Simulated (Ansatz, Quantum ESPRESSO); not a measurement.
This is a calculation of SnTe for Quantum ESPRESSO 7.5 (ASE script). 

File run.py:

```python
import numpy as np
from ase.calculators.espresso import Espresso, EspressoProfile
from ase import Atoms

atoms = Atoms(['Te', 'Sn'],
              cell=[[0.0, 3.15085, 3.15085], [3.15085, 0.0, 3.15085], [3.15085, 3.15085, 0.0]],
              scaled_positions=[[0.5, 0.5, 0.5], [0.0, 0.0, 0.0]],
              pbc=True)

input_data = {
    'control': {'calculation': 'scf', 'prefix': 'pwscf', 'outdir': './tmp', 'tprnfor': True, 'tstress': True, 'disk_io': 'nowf'},
    'system': {'ecutwfc': 60.0, 'ecutrho': 480.0, 'nbnd': 16, 'occupations': 'smearing', 'smearing': 'fd', 'degauss': 0.00367493},
    'electrons': {'conv_thr': 4e-10, 'electron_maxstep': 120, 'mixing_beta': 0.5},
}
pseudopotentials = {'Sn': 'Sn_pbe_v1.uspp.F.UPF', 'Te': 'Te_pbe_v1.uspp.F.UPF'}
profile = EspressoProfile(command='pw.x', pseudo_dir='pseudo')
atoms.calc = Espresso(profile=profile, input_data=input_data, pseudopotentials=pseudopotentials, kpts=(7, 7, 7), koffset=(0, 0, 0))

print(f'energy {atoms.get_potential_energy():.8f} eV')
print('forces (eV/A)')
print(np.round(atoms.get_forces(), 6))
print('stress (eV/A^3, Voigt)')
print(np.round(atoms.get_stress(), 8))
print(f'Fermi level {atoms.calc.get_fermi_level():.4f} eV')
```

Potentials or basis: SSSP 1.3 efficiency PBE.

Launch:

```bash
$ OMP_NUM_THREADS=1 python run.py
```

Q: Set up the same calculation for Ansatz 0.2.0. Potentials or basis there: Ansatz PAW, cutoff 800 eV.

A: As run (cutoffs and basis follow the program's own potentials, and thresholds, step limits or extra output files can differ):

The input input.yaml:

```yaml
crystal:
  lattice:
    - [0.0, 3.15085, 3.15085]
    - [3.15085, 0.0, 3.15085]
    - [3.15085, 3.15085, 0.0]
  atoms:
    - { symbol: Te, position: [0.5, 0.5, 0.5] }
    - { symbol: Sn, position: [0.0, 0.0, 0.0] }
hamiltonian:
  xc: pbe
  pseudopotentials: { kind: paw }
kpoints:
  mp_grid: { grid: [7, 7, 7] }
scf:
  occupations: { method: fermi_dirac, width: 0.05 }
basis:
  ecutwfc: "800 eV"
output:
  forces: true
  stress: true
  eigenvalues: true
```

Potentials or basis: Ansatz PAW.

Launch:

```bash
$ ansatz run input.yaml --threads 2 --pin off --max-ram 5120MiB --backend cpu --events-out ev --progress --plain --runs-dir out
```

Both were run:

|  | Quantum ESPRESSO | Ansatz |
| --- | --- | --- |
| Pressure | 2.1 GPa | 2.2 GPa |

Ansatz's pressure holds a Pulay term of +0.00 GPa for its cutoff of 800 eV, which the other run lacks.

The potentials hold 20 and 30 valence electrons a cell.

Pressure is positive in compression.
